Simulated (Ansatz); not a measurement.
**Co under changes of volume**

One of the cells (10.688 Å³/atom); the others are scaled copies at fixed shape and fractional positions:

```
CELL_PARAMETERS angstrom
2.47056 0.00000 0.00000
-1.23528 2.13957 0.00000
0.00000 0.00000 8.08823
ATOMIC_POSITIONS crystal
Co 0.66667 0.33333 0.75000
Co 0.00000 0.00000 0.50000
Co 0.33333 0.66667 0.25000
Co 0.00000 0.00000 0.00000
```

- Program: Ansatz 0.2.0
- Functional: PBE
- Potentials or basis: Ansatz PAW
- Cutoff: 420 eV (not typed: the program's choice for these potentials)
- k mesh: 12 × 12 × 4
- Occupations: fermi-dirac, width 0.05 eV
- Spin: collinear spin, ferromagnetic start
- Starting moments: [2.0, 2.0, 2.0, 2.0] μB

```tsv
volume (Å³/atom)	energy over the lowest point (meV/atom)	pressure (GPa)	moment (μB per cell)
10.047	52.41	20.6	6.27
10.261	?	?	?
10.475	12.84	9.5	6.52
10.688	3.31	4.7	6.61
10.902	0.00	0.3	6.68
11.116	2.29	-3.6	6.74
11.330	9.51	-7.1	6.80
```

Question: What does the run at 10.261 Å³/atom give?

Answer: Energy over the lowest point 29.04 meV/atom; pressure 14.7 GPa; moment 6.40 μB per cell.

Worked out: A Birch-Murnaghan fit of order 3 (a polynomial in V^(-2/3)) to the other rows has its minimum at 10.92 Å³/atom with B0 = V·E''(V) = 211 GPa and B' = 3.7 at fixed shape and positions, which overstates the stiffness. It gives 28.93 meV/atom at 10.261 Å³/atom, against the run's 29.04, and -dE/dV = 14.7 GPa, against 14.7. A parabola through the other rows of the moment, of slope 0.559 μB per Å³/atom there, gives 6.40 μB, against the run's 6.40.

Energies are extrapolated to zero smearing.
